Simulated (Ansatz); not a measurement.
## CoSn: experiment and calculation

**Measured values to compare with.**

“Fantastic flat bands and where to find them: The CoSn-type compounds”, 2020, arxiv:2005.14119 reports, for a powder of CoSn at 15 K: lattice constant a 5.26926 ± 0.00006 Å; lattice constant c 4.2431 ± 0.00005 Å.

The results are compared with them further down.

All numbers below come from DFT PBEsol, scalar-relativistic, plane waves, PAW (Ansatz).

Cutoff 420 eV; k points 12×12×8 on the computed 6-atom cell (Γ-centred); Gaussian smearing, width 0.10 eV; no spin polarisation.

Relaxed structure, symmetry kept:

Space group P6/mmm (No. 191). a = 5.220 Å, b = 5.220 Å, c = 4.168 Å, α = 90.00°, β = 90.00°, γ = 120.00°
| atom | site | symmetry | x | y | z |
| --- | --- | --- | --- | --- | --- |
| Co | 3f | mmm | 0.0000 | 0.5000 | 0.0000 |
| Sn | 2d | -6m2 | 0.6667 | 0.3333 | 0.5000 |
| Sn | 1a | 6/mmm | 0.0000 | 0.0000 | 0.0000 |

```json
{
 "Space group": "P6/mmm (No. 191)",
 "Volume per atom": "16.39 Å³",
 "Formation energy from the elements' standard states (uncorrected)": "-0.152 eV/atom",
 "Kohn–Sham band gap": "none (metal)",
 "Density of states at the Fermi level": "3.11 states/eV per cell",
 "Löwdin character within 0.5 eV of the Fermi level": "Co 3d 82 %, Sn 5p 13 %",
 "Bulk modulus": "146 GPa",
 "Its pressure derivative": "4.8",
 "Bader charges (e)": "Co (3 in the cell) -0.34, Sn (2 in the cell) 0.31, Sn (1 in the cell) 0.42"
}
```

A ferromagnetic start lost its moments in a first run, so spin was left out; other magnetic orders weren't tried.

Against the measured lattice constant a of CoSn, 5.26926 Å (15 K; powder; the paper above), the calculated 5.220 Å is off by -0.9 %. 2 values of this kind are on record (5.26926 to 5.272 Å); this one was drawn at random, those with a stated uncertainty first. Measured lattice constant c of CoSn: 4.2431 Å (15 K; powder; the paper above). This calculation gives 4.168 Å (-1.8 %). 2 values of this kind are on record (4.2431 to 4.246 Å); this one was drawn at random, those with a stated uncertainty first. The calculation is for 0 K without zero-point motion.